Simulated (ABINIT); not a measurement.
Wanted: the native input for an ABINIT 10.8.3 (patched build) run.

| Quantity | Value |
| --- | --- |
| Task | equation of state |
| Functional | r2SCAN |
| Potentials or basis | PseudoDojo NC SR PBE v0.4.1 standard |
| Cutoff | 1361 eV |
| k mesh | 9 × 9 × 9 |
| Occupations | fermi-dirac, width 0.05 eV |
| Spin | no spin polarisation |

Ti:

```
Ti
1.0
    -1.64100    1.64100    1.64100
     1.64100   -1.64100    1.64100
     1.64100    1.64100   -1.64100
Ti
1
Direct
  0.00000 0.00000 0.00000
```

This isn't the form of Ti at room conditions, which is hcp.

One way to write it, as run:

run.abi

```
# Datasets: one volume each
ndtset 7
scalecart1 3*0.9795861087
scalecart2 3*0.9864848297
scalecart3 3*0.9932883884
scalecart4 3*1.0000000000
scalecart5 3*1.0066227096
scalecart6 3*1.0131594038
scalecart7 3*1.0196128224

# Pseudopotentials
pp_dirpath "./"
pseudos "Ti.upf"

# Structure
acell 3*1.0
rprim
    -3.1010405705     3.1010405705     3.1010405705
     3.1010405705    -3.1010405705     3.1010405705
     3.1010405705     3.1010405705    -3.1010405705
ntypat 1
znucl 22
natom 1
typat 1
xred
     0.0000000000     0.0000000000     0.0000000000

# Plane-wave basis
ecut 1360.569312 eV

# k points
kptopt 1
ngkpt 9 9 9
nshiftk 1
shiftk 0.0 0.0 0.0

# Exchange and correlation
ixc -497498
usekden 1
nc_xccc_gspace 1
boxcutmin 3.0

# Bands and occupations
nband 10
occopt 3
tsmear 0.00183747

# SCF cycle
nstep 100
tolvrs 1.0e-9

# Output
iomode 3
prtwf 0
prtden 0
prteig 0
prtebands 0
```

Potentials or basis: PseudoDojo NC SR PBE v0.4.1 standard.

Command:

```console
$ mpirun --bind-to none -np 4 abinit run.abi > log 2>&1
```

It gave:

```
Equilibrium volume : 17.33 Å³/atom (rough: see the caveat)
Bulk modulus       : 111 GPa (rough)
```

Caveat: a meta-GGA on potentials with a model core is unreliable; a meta-GGA on norm-conserving files made for a GGA shifts volumes by about 1 %; pressures at fixed basis lie under the slope of the energies; the fit is doubtful: noisy points or a state that changes with volume; the potentials were made for another functional, which shifts forces and pressure.

Wall time 6 min on 4 MPI ranks on Intel(R) Xeon(R) Platinum 8488C (Sapphire Rapids), with other jobs on the host, peak memory 0.64 GiB a rank.
